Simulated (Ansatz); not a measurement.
Write the native input for Ansatz 0.2.0 that does the following.

```
Task                : relaxation of cell and atoms
Functional          : PBE
Potentials or basis : all-electron LAPW, scalar-relativistic
Basis error allowed : 0.001 eV/atom
k mesh              : 7 × 7 × 7
Occupations         : fermi-dirac, width 0.05 eV
Spin                : no spin polarisation
```

Crystal: BAs.

```
As B
1.0
     0.00000    2.38850    2.38850
     2.38850    0.00000    2.38850
     2.38850    2.38850    0.00000
As B
1 1
Cartesian
  3.5827 3.5827 3.5827
  0.0000 0.0000 0.0000
```

These files were run (other wordings do the same):

input.yaml

```yaml
crystal:
  lattice:
    - [0.0, 2.3885, 2.3885]
    - [2.3885, 0.0, 2.3885]
    - [2.3885, 2.3885, 0.0]
  atoms:
    - { symbol: As, position: [0.75, 0.75, 0.75] }
    - { symbol: B, position: [0.0, 0.0, 0.0] }
kpoints:
  mp_grid: { grid: [7, 7, 7] }
scf:
  occupations: { method: fermi_dirac, width: 0.05 }
hamiltonian:
  xc: pbe
  pseudopotentials: { kind: all_electron, lapw: { basis_error: 0.001 } }
output:
  forces: true
  stress: true
relax:
  f_tol: 0.02
  max_steps: 60
  cell: {}
```

Potentials or basis: all-electron LAPW, scalar-relativistic.

The run is started by

```console
$ ansatz run input.yaml --threads 1 --pin off --max-ram 3072MiB --backend cpu --events-out ev --progress --plain --runs-dir out
```

Results of the run:

```
Relaxed volume                         : 13.90 Å³/atom
Relaxed cell                           : a = 3.400 Å, b = 3.400 Å, c = 3.400 Å, α = 60.00°, β = 60.00°, γ = 60.00°
Space group after relaxing (to 0.05 Å) : F-43m (No. 216)
Energy gained by relaxing              : 2.3 meV/atom
Ionic steps                            : 4
Pressure after relaxing                : 0.0 GPa
Band gap on the k mesh                 : 1.23 eV
```

Caveat: an odd mesh through Γ misses points on the zone boundary, where band edges often lie.

Run time: 12 s on 1 thread of Arm Neoverse V2, on a shared host, peak memory 0.24 GiB.
